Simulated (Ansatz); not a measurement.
The system is LiCl.

```
Cl Li
1.0
     0.00000    2.56477    2.56477
     2.56477    0.00000    2.56477
     2.56477    2.56477    0.00000
Cl Li
1 1
Cartesian
  2.5648 2.5648 2.5648
  0.0000 0.0000 0.0000
```

Base run:

| Property | Result |
| --- | --- |
| Program | Ansatz 0.2.0 |
| Functional | PBEsol |
| Potentials or basis | all-electron PAW datasets made for the crystal |
| Cutoff | 200 eV |
| Density cutoff | 800 eV |
| k mesh | 9 × 9 × 9 |
| Occupations | fermi-dirac, width 0.05 eV |
| Spin | no spin polarisation |

Its results: band gap on the k mesh 6.13 eV, direct; pressure -1.3 GPa.

**Question.** After a change of settings the same cell gave: band gap on the k mesh 6.22 eV, direct; pressure -1.2 GPa. Which change was it?
A. potentials or basis from all-electron PAW datasets made for the crystal to all-electron LAPW, non-relativistic; cutoff from 200 eV to 160 eV; density cutoff from 800 eV to 642 eV
B. functional from PBEsol to BLYP; potentials or basis from all-electron PAW datasets made for the crystal to all-electron LAPW, scalar-relativistic; cutoff from 200 eV to 161 eV; density cutoff from 800 eV to 644 eV
C. functional from PBEsol to revPBE; potentials or basis from all-electron PAW datasets made for the crystal to all-electron LAPW, scalar-relativistic; cutoff from 200 eV to 161 eV; density cutoff from 800 eV to 643 eV
D. functional from PBEsol to PBE; k mesh from 9 × 9 × 9 to 6 × 6 × 6

**Answer.** A.

Not every run made on this cell is shown here.
